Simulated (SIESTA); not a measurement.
CoO:

```xyz
2
Lattice="0.0000 2.1315 2.1315 2.1315 0.0000 2.1315 2.1315 2.1315 0.0000" Properties=species:S:1:pos:R:3 pbc="T T T"
Co    0.0000    0.0000    0.0000
O     2.1315    2.1315    2.1315
```

* Program: SIESTA 5.4.2
* Task: relaxation of cell and atoms
* Functional: PBEsol
* Potentials or basis: PseudoDojo 0.4 standard (PBEsol files)
* Basis: DZP (energy shift 0.003 Ry; two zetas on semicore shells)
* Grid cutoff: 800 Ry
* Energy shift: 0.003 Ry
* k mesh: 8 × 8 × 8
* Occupations: fermi-dirac, width 0.05 eV
* Spin: collinear spin, ferromagnetic start
* Starting moments: [2.0, 0.0] μB

At the start: pressure -10.2 GPa; volume 9.68 Å³/atom.

Q: How do energy, volume and symmetry change on relaxing?

A: Over 6 steps the energy falls by 19.9 meV/atom and the volume is 9.12 Å³/atom (-5.8 %); space group Fm-3m (No. 225, to 0.05 Å); moment 2.84 μB per cell.

Step by step:
| step | energy change (eV) | largest force (eV/Å) | pressure (GPa) | volume (Å³) |
| --- | --- | --- | --- | --- |
| 1 | 0.0000 | 0.0000 | -10.15 | 19.37 |
| 2 | -0.0036 | 0.0000 | -9.67 | 19.31 |
| 3 | -0.0398 | 0.0000 | 0.26 | 18.22 |
| 4 | -0.0397 | 0.0000 | -0.14 | 18.25 |
| 5 | -0.0397 | 0.0000 | 0.06 | 18.24 |
| 6 | -0.0397 | 0.0000 | -0.01 | 18.25 |

Final structure:
```xyz
2
Lattice="0.0000 2.0895 2.0895 2.0895 0.0000 2.0895 2.0895 2.0895 0.0000" Properties=species:S:1:pos:R:3 pbc="T T T"
Co    0.0000    0.0000    0.0000
O     2.0895    2.0895    2.0895
```

Caveat: short orbitals over semicore shells can move pressures by several GPa; the basis of atomic orbitals isn't converged, which shifts pressures, moduli and gaps; a cell with one magnetic atom can't hold antiferromagnetic order, which such compounds often take.
